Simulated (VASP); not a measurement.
# NaCl (Fm-3m) in VASP: notebook, part 2 of 2

VASP 6.6.1. Earlier steps stand in the parts before.

### Step 3. Relaxation of cell and atoms, LDA, target pressure 6.66 GPa, at which the enthalpy is minimised

This run uses another cell than the first one, of 17.64 Å³/atom, 0.795 times its volume.

Contents of INCAR:

```
PREC = Accurate ; ENCUT = 600
EDIFF = 1E-7 ; ISMEAR = 0
SIGMA = 0.03 ; LREAL = F
LASPH = T ; NELM = 80
ALGO = Normal ; ISIF = 3
LWAVE = F ; LCHARG = F
GGA = CA ; IBRION = 2
NSW = 90 ; EDIFFG = -0.005
PSTRESS = 66.6
```

Contents of KPOINTS:

```
Automatic mesh
0
Gamma
  8 8 8
```

Contents of POSCAR:

```
NaCl                                    
1.0
    0.0000000000      2.6031530433      2.6031530433
    2.6031530433     -0.0000000000      2.6031530433
    2.6031530433      2.6031530433      0.0000000000
  Na              Cl            
     1     1
Direct
     0.0000000000000000    0.0000000000000000    0.0000000000000000
     0.5000000000000000    0.5000000000000000    0.5000000000000000
```

Potentials or basis: VASP PAW LDA potentials, release 64 (Na_pv, Cl).

Command:

```sh
$ cat potpaw_LDA.64/Na_pv/POTCAR potpaw_LDA.64/Cl/POTCAR > POTCAR
$ mpirun -np 1 vasp_std > vasp.out
```

OUTCAR:

```text
PREC = Accurate
   ENCUT = 600
   EDIFF = 1E-7
   ISMEAR = 0
   LREAL = F
   LASPH = T
   NELM = 80
   ISIF = 3
   GGA = CA
   IBRION = 2
   NSW = 90
   EDIFFG = -0.005
   PSTRESS = 66.6

 ion  position               nearest neighbor table
   1  0.000  0.000  0.000-   2 2.60   2 2.60   2 2.60   2 2.60   2 2.60   2 2.60
   2  0.500  0.500  0.500-   1 2.60   1 2.60   1 2.60   1 2.60   1 2.60   1 2.60

  LATTYP: Found a face centered cubic cell.
 ALAT       =     5.2063060866

  Lattice vectors:

[... 528 lines left out ...]
  FORCE on cell =-STRESS in cart. coord.  units (eV):
  Direction    XX          YY          ZZ          XY          YZ          ZX
  --------------------------------------------------------------------------------------
  -------------------------------------------------------------------------------------
  Total        1.4654611      1.4654611      1.4654611      0.0000000      0.0000000     -0.0000000
  in kB       66.5511804     66.5511804     66.5511804      0.0000000      0.0000000     -0.0000000
  external PRESSURE =      -0.0488196 kB  Pullay stress =      66.6000000 kB

 VOLUME and BASIS-vectors are now :
 -----------------------------------------------------------------------------
  energy-cutoff  :      600.00
  volume of cell :       35.28
      direct lattice vectors                 reciprocal lattice vectors
     0.000000000  2.603153043  2.603153043    -0.192074762  0.192074762  0.192074762
     2.603153043  0.000000000  2.603153043     0.192074762 -0.192074762  0.192074762
     2.603153043  2.603153043  0.000000000     0.192074762  0.192074762 -0.192074762

 POSITION                                       TOTAL-FORCE (eV/Angst)
 -----------------------------------------------------------------------------------
      0.00000      0.00000      0.00000         0.000000      0.000000      0.000000
      2.60315      2.60315      2.60315         0.000000      0.000000      0.000000
 -----------------------------------------------------------------------------------
    total drift:                               -0.000000      0.000000      0.000000

  FREE ENERGIE OF THE ION-ELECTRON SYSTEM (eV)
  ---------------------------------------------------
  free  energy   TOTEN  =        -7.2887871638 eV

  energy  without entropy=       -7.2887871638  energy(sigma->0) =       -7.28878716

  enthalpy is  TOTEN    =        -5.8222510991 eV   P V=        1.4665360647

 reached required accuracy - stopping structural energy minimisation
```

OSZICAR:

```text
N       E                     dE             d eps       ncg     rms          rms(c)
DAV:   1     0.107493242269E+03    0.10749E+03   -0.80813E+03   644   0.151E+03
DAV:   2     0.181689842836E+00   -0.10731E+03   -0.10154E+03   736   0.324E+02
DAV:   3    -0.732886727135E+01   -0.75106E+01   -0.74579E+01   776   0.832E+01
DAV:   4    -0.746823441408E+01   -0.13937E+00   -0.13925E+00   724   0.121E+01
DAV:   5    -0.747099885523E+01   -0.27644E-02   -0.27642E-02   806   0.169E+00    0.229E+00
DAV:   6    -0.731133176755E+01    0.15967E+00   -0.27806E-01   775   0.453E+00    0.172E+00
DAV:   7    -0.729042499815E+01    0.20907E-01   -0.61648E-02   830   0.201E+00    0.104E+00
DAV:   8    -0.728882945015E+01    0.15955E-02   -0.34495E-03   749   0.752E-01    0.194E-01
DAV:   9    -0.728878331054E+01    0.46140E-04   -0.12521E-04   759   0.137E-01    0.730E-02
DAV:  10    -0.728878739659E+01   -0.40860E-05   -0.35116E-05   880   0.104E-01    0.665E-03
DAV:  11    -0.728878717373E+01    0.22286E-06   -0.29275E-06   857   0.285E-02    0.310E-03
DAV:  12    -0.728878716377E+01    0.99556E-08   -0.14699E-07   462   0.611E-03
   1 F= -.58222511E+01 E0= -.58222511E+01  d E =-.582225E+01
```

Wall time 8.3 s (1 thread of Intel Xeon Platinum 8375C at 2.90GHz (Ice Lake), shared host); peak memory 0.14 GiB.

What came out:

```
Free energy             : -7.2888 eV
Pressure after relaxing : 6.7 GPa
Band gap on the k mesh  : 5.79 eV, direct
```

Final structure:
```cif
data_structure
_symmetry_space_group_name_H-M 'P 1'
_symmetry_Int_Tables_number 1
_cell_length_a 3.6814
_cell_length_b 3.6814
_cell_length_c 3.6814
_cell_angle_alpha 60.000
_cell_angle_beta 60.000
_cell_angle_gamma 60.000
_cell_volume 35.28
loop_
_atom_site_label
_atom_site_type_symbol
_atom_site_fract_x
_atom_site_fract_y
_atom_site_fract_z
_atom_site_occupancy
Na1 Na 0.00000 0.00000 0.00000 1
Cl1 Cl 0.50000 0.50000 0.50000 1
```

Levels at points of the mesh, in eV from the valence-band top:
| k point | band 5 | band 6 | band 7 | band 8 | band 9 | band 10 |
| --- | --- | --- | --- | --- | --- | --- |
| (0.00, 0.00, 0.00) | 0.00 | 0.00 | 0.00 | 5.79 | 10.99 | 10.99 |
| (0.50, 0.00, 0.00) | -2.89 | -0.45 | -0.45 | 7.28 | 11.21 | 11.21 |
| (0.50, 0.50, 0.00) | -2.49 | -0.90 | -0.90 | 7.39 | 7.84 | 12.79 |

Caveat: the relaxation stopped at its first step, so nothing moved; the cell is relaxed towards a set pressure, so the enthalpy falls and the energy may rise. LDA gaps usually lie below the measured ones, often by a third to a half.

### Step 4. Relaxation of cell and atoms, PBEsol, target pressure 12 GPa, at which the enthalpy is minimised

Contents of INCAR:

```
PREC = Accurate
ENCUT = 600
EDIFF = 1E-6
ISMEAR = 0
SIGMA = 0.03
LREAL = False
LASPH = True
NELM = 80
ALGO = Normal
ISIF = 3
LWAVE = False
LCHARG = False
GGA = PS
IBRION = 2
NSW = 90
EDIFFG = -0.01
PSTRESS = 120.0
```

Contents of KPOINTS:

```
regular mesh
0
Gamma
  8 8 8
```

Contents of POSCAR:

```
NaCl
1.0
    0.0000000000      2.8100000000      2.8100000000
    2.8100000000      0.0000000000      2.8100000000
    2.8100000000      2.8100000000      0.0000000000
Na Cl
1 1
Direct
    0.0000000000      0.0000000000      0.0000000000
    0.5000000000      0.5000000000      0.5000000000
```

Potentials or basis: VASP PAW PBE potentials, release 64 (Na_pv, Cl).

Command:

```sh
$ cat potpaw_PBE.64/Na_pv/POTCAR potpaw_PBE.64/Cl/POTCAR > POTCAR
$ mpirun -np 1 vasp_std > vasp.out
```

It took 12 s on 1 thread of Intel Xeon 6975P-C (Granite Rapids), shared host; peak memory 0.17 GiB.

It converged, with:

```
Free energy                                            : -6.7100 eV
Relaxed volume                                         : 17.08 Å³/atom
Relaxed cell                                           : a = 3.642 Å, b = 3.642 Å, c = 3.642 Å, α = 60.00°, β = 60.00°, γ = 60.00°
Space group after relaxing (to 0.05 Å)                 : Fm-3m (No. 225)
Energy change on relaxing (the enthalpy is what falls) : +144.2 meV/atom
Ionic steps                                            : 3
Pressure after relaxing                                : 12.0 GPa
Band gap on the k mesh                                 : 6.16 eV, direct
```

The path:
| step | energy change (eV) | largest force (eV/Å) | pressure (GPa) | volume (Å³) |
| --- | --- | --- | --- | --- |
| 1 | 0.0000 | 0.0000 | -0.19 | 44.38 |
| 2 | 0.2723 | 0.0000 | 11.49 | 34.39 |
| 3 | 0.2885 | 0.0000 | 11.98 | 34.17 |

Final structure:
```
Na Cl
1.0
     0.00000    2.57553    2.57553
     2.57553    0.00000    2.57553
     2.57553    2.57553    0.00000
Na Cl
1 1
Direct
  0.00000 0.00000 0.00000
  0.50000 0.50000 0.50000
```

Levels at points of the mesh, in eV from the valence-band top:
```
           k point  band 5  band 6  band 7  band 8  band 9  band 10
(0.00, 0.00, 0.00)    0.00    0.00    0.00    6.16   11.13    11.13
(0.50, 0.00, 0.00)   -2.98   -0.47   -0.47    7.47   11.43    11.43
(0.50, 0.50, 0.00)   -2.57   -0.93   -0.93    7.45    8.16    13.23
```

Caveat: the cell is relaxed towards a set pressure, so the enthalpy falls and the energy may rise; the volume moved by over 15 % at a fixed basis, so the end points are rough; the PAW data sets were made with another functional, which shifts forces and pressure a little.

### Step 5. Relaxation of cell and atoms, PBEsol, target pressure 12 GPa, at which the enthalpy is minimised

This run uses another cell than the first one, of 17.08 Å³/atom, 0.770 times its volume.

INCAR, as its differences from that of step 4:

```diff
@@ -2,3 +2,3 @@
 ENCUT = 600
-EDIFF = 1E-6
+EDIFF = 1E-7
 ISMEAR = 0
@@ -15,3 +15,3 @@
 NSW = 90
-EDIFFG = -0.01
+EDIFFG = -0.005
 PSTRESS = 120.0
```

KPOINTS is that of step 4.

Contents of POSCAR:

```
NaCl                                    
1.0
    0.0000000000      2.5755260158      2.5755260158
    2.5755260158      0.0000000000      2.5755260158
    2.5755260158      2.5755260158     -0.0000000000
  Na              Cl            
     1     1
Direct
     0.0000000000000000    0.0000000000000000    0.0000000000000000
     0.5000000000000000    0.5000000000000000    0.5000000000000000
```

Command:

```sh
$ cat potpaw_PBE.64/Na_pv/POTCAR potpaw_PBE.64/Cl/POTCAR > POTCAR
$ mpirun -np 1 vasp_std > vasp.out
```

It took 6.6 s on 1 thread of Intel Xeon 6975P-C (Granite Rapids), shared host; peak memory 0.16 GiB.

Results (log left out):

| Property | Result |
| --- | --- |
| Free energy | -6.7079 eV |
| Pressure after relaxing | 12.0 GPa |
| Band gap on the k mesh | 6.16 eV, direct |

Final structure:
```xyz
2
Lattice="0.0000 2.5755 2.5755 2.5755 0.0000 2.5755 2.5755 2.5755 0.0000" Properties=species:S:1:pos:R:3 pbc="T T T"
Na    0.0000    0.0000    0.0000
Cl    2.5755    2.5755    2.5755
```

Levels at points of the mesh, in eV from the valence-band top:
| k point | band 3 | band 4 | band 5 | band 6 | band 7 | band 8 | band 9 | band 10 | band 11 |
| --- | --- | --- | --- | --- | --- | --- | --- | --- | --- |
| (0.00, 0.00, 0.00) | -20.32 | -13.46 | 0.00 | 0.00 | 0.00 | 6.16 | 11.13 | 11.13 | 11.13 |
| (0.50, 0.00, 0.00) | -20.33 | -12.70 | -2.98 | -0.47 | -0.47 | 7.47 | 11.43 | 11.43 | 12.85 |
| (0.50, 0.50, 0.00) | -20.35 | -12.66 | -2.57 | -0.93 | -0.93 | 7.45 | 8.16 | 13.23 | 16.20 |

Caveat: the relaxation stopped at its first step, so nothing moved; the cell is relaxed towards a set pressure, so the enthalpy falls and the energy may rise; the PAW data sets were made with another functional, which shifts forces and pressure a little.

### Step 6. Relaxation of cell and atoms, PBEsol

Contents of INCAR:

```
SYSTEM = NaCl
ALGO     = Normal         ! electronic algorithm
EDIFF    = 1E-6           ! SCF threshold, eV
EDIFFG   = -0.01          ! ionic threshold
ENCUT    = 600            ! plane-wave cutoff, eV
GGA      = PS             ! functional
IBRION   = 2              ! ionic algorithm
ISIF     = 3              ! what is computed and relaxed
ISMEAR   = 0              ! smearing method
LASPH    = .TRUE.         ! aspherical terms in the spheres
LCHARG   = .FALSE.        ! write CHGCAR
LREAL    = .FALSE.        ! projectors in reciprocal space
LWAVE    = .FALSE.        ! write WAVECAR
NELM     = 80             ! most SCF steps
NSW      = 90             ! ionic steps
PREC     = Accurate       ! precision mode
SIGMA    = 0.03           ! smearing width, eV
```

Contents of KPOINTS:

```
k-points
0
G
  8 8 8
  0 0 0
```

Contents of POSCAR:

```
NaCl
1.0
    0.0000000000      2.8100000000      2.8100000000
    2.8100000000      0.0000000000      2.8100000000
    2.8100000000      2.8100000000      0.0000000000
Na Cl
1 1
Direct
    0.0000000000      0.0000000000      0.0000000000
    0.5000000000      0.5000000000      0.5000000000
```

Potentials or basis: VASP PAW PBE potentials, release 64 (Na_pv, Cl).

Command:

```sh
$ cat potpaw_PBE.64/Na_pv/POTCAR potpaw_PBE.64/Cl/POTCAR > POTCAR
$ mpirun -np 1 vasp_std > vasp.out
```

Run time: 25 s. Hardware: 1 thread of AMD EPYC 7R13 (Zen 3), shared host; peak memory 0.15 GiB.

Results (log left out):

| Item | Value |
| --- | --- |
| Free energy | -6.9987 eV |
| Relaxed volume | 22.07 Å³/atom |
| Relaxed cell | a = 3.967 Å, b = 3.967 Å, c = 3.967 Å, α = 60.00°, β = 60.00°, γ = 60.00° |
| Space group after relaxing (to 0.05 Å) | Fm-3m (No. 225) |
| Energy gained by relaxing | 0.1 meV/atom |
| Ionic steps | 3 |
| Pressure after relaxing | -0.1 GPa |
| Band gap on the k mesh | 4.99 eV, direct |

Step by step:
| step | energy change (eV) | largest force (eV/Å) | pressure (GPa) | volume (Å³) |
| --- | --- | --- | --- | --- |
| 1 | 0.0000 | 0.0000 | -0.19 | 44.38 |
| 2 | -0.0002 | 0.0000 | -0.08 | 44.20 |
| 3 | -0.0002 | 0.0000 | -0.05 | 44.15 |

Final structure:
```
CELL_PARAMETERS angstrom
0.00000 2.80517 2.80517
2.80517 0.00000 2.80517
2.80517 2.80517 0.00000
ATOMIC_POSITIONS crystal
Na 0.00000 0.00000 0.00000
Cl 0.50000 0.50000 0.50000
```

Levels at points of the mesh, in eV from the valence-band top:
| k point | band 5 | band 6 | band 7 | band 8 | band 9 | band 10 |
| --- | --- | --- | --- | --- | --- | --- |
| (0.00, 0.00, 0.00) | 0.00 | 0.00 | 0.00 | 4.99 | 11.01 | 11.01 |
| (0.50, 0.00, 0.00) | -2.02 | -0.28 | -0.28 | 7.10 | 10.63 | 10.90 |
| (0.50, 0.50, 0.00) | -1.75 | -0.63 | -0.63 | 7.48 | 7.88 | 11.24 |

Caveat: the PAW data sets were made with another functional, which shifts forces and pressure a little.

### Step 7. The runs side by side

| level | potentials or basis | cell | target pressure | gap on the mesh (eV) | pressure (GPa) |
| --- | --- | --- | --- | --- | --- |
| LDA | VASP PAW LDA potentials, release 64 (Na_pv, Cl) | relaxed to 6.66 GPa | 6.66 GPa | 5.79 | 6.7 |
| PBEsol | VASP PAW PBE potentials, release 64 (Na_pv, Cl) | relaxed to 12 GPa | 12 GPa | 6.16 | 12.0 |
| PBEsol | VASP PAW PBE potentials, release 64 (Na_pv, Cl) | relaxed | - | 4.99 | -0.1 |

Alike in all rows: task relaxation of cell and atoms; no spin polarisation; k mesh 8 × 8 × 8; cutoff (eV) 600; smearing gaussian 0.03 eV.

Caveats: the relaxation stopped at its first step, so nothing moved (some runs); the cell is relaxed towards a set pressure, so the enthalpy falls and the energy may rise (some runs); the PAW data sets were made with another functional, which shifts forces and pressure a little (some runs).

Total energies depend on the potentials used, so only differences within one code and one set of settings carry meaning.
